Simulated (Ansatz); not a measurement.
**Be₂C (Fm-3m) under pressure**

```
CELL_PARAMETERS angstrom
2.16046 2.16046 0.00000
-2.16046 2.16046 0.00000
0.00000 2.16046 2.16046
ATOMIC_POSITIONS crystal
Be 0.25000 0.75000 0.50000
Be 0.75000 0.25000 0.50000
C 0.00000 0.00000 0.00000
```

This is the zero-pressure cell under r²SCAN. Cell and atoms are relaxed by PAW (default files of Ansatz 0.2.0, cutoff 500 eV, stress met within about 0.05 GPa) at each pressure, in this structure whether or not another phase would take over; P is the pressure reached, less that of this cell. Levels come from r²SCAN, PAW on Ansatz 0.2.0's default frozen-core files (fitted under PBE), scalar-relativistic; k mesh 10×10×10, fixed occupations, cutoff 500 eV. Conduction levels are in eV over the valence top (at Γ), at fixed fractional wave vectors. Zone-centre phonons come from finite displacements by PAW, without the LO-TO term.

```
P (GPa)    V/V₀      X      Γ      L  T1u TO (cm⁻¹)  T2g (cm⁻¹)
  -1.99  1.0098  1.526  4.628  5.540          630.8       702.4
   0.00  1.0000  1.531  4.648  5.560          642.3       710.5
   2.01  0.9905  1.536  4.668  5.580          653.6       718.5
   4.04  0.9813  1.541  4.687  5.599          664.8       726.4
   6.99  0.9685  1.548  4.714  5.626          680.3       737.5
   9.99       ?      ?      ?      ?              ?           ?
  14.98  0.9373  1.564  4.781  5.693          719.6       765.8
```

Task: Fit the third-order Birch-Murnaghan equation to the rows shown.

Result: With f = [(V₀/V)^(2/3) − 1]/2, the normalised pressure F = P/[3f(1 + 2f)^(5/2)] is 207.5 GPa at f = -0.0033, 206.3 GPa at f = 0.0032, 205.9 GPa at f = 0.0063, 205.2 GPa at f = 0.0108, 203.4 GPa at f = 0.0220. The line F = B₀[1 + (3/2)(B′ − 4)f] gives B₀ = 206.9 GPa and B′ = 3.5.

Task: What are the volume deformation potentials and pressure coefficients of these levels at zero pressure?

Result: 

| level | dE/dlnV (eV) | dE/dP = −(dE/dlnV)/B₀ (meV/GPa) | mean slope up to 2.0 GPa (meV/GPa) |
| --- | --- | --- | --- |
| X | -0.53 | 2.5 | 2.5 |
| Γ | -2.07 | 10.0 | 9.8 |
| L | -2.07 | 10.0 | 9.8 |

dE/dlnV is the slope of a cubic fit in ln V at V₀. The last column is read from two rows and shows how the slope bends with pressure.

Task: What mode Grüneisen parameters follow?

Result: γ = −d ln ω/d ln V at V₀ from a quadratic fit in ln V: T1u 1.84, T2g 1.17.

Task: Fill the row at 9.99 GPa.

Result: The fits give V/V₀ = 0.9563 and X = 1.554 eV. Computed: V/V₀ = 0.9563, X = 1.554, Γ = 4.740, L = 5.652, T1u TO (cm⁻¹) = 695.5, T2g (cm⁻¹) = 748.4.

Keep in mind: no other phase was computed; many crystals of this kind change structure within this range, and rows or crossings beyond such a change describe a metastable lattice; frozen-core PAW files fitted under PBE, their cores solved anew for the functional of the run; semilocal gaps are low, and the spacing of valleys can be off by tenths of an eV; levels are read at fixed fractional k, so an edge that moves off these points is missed.
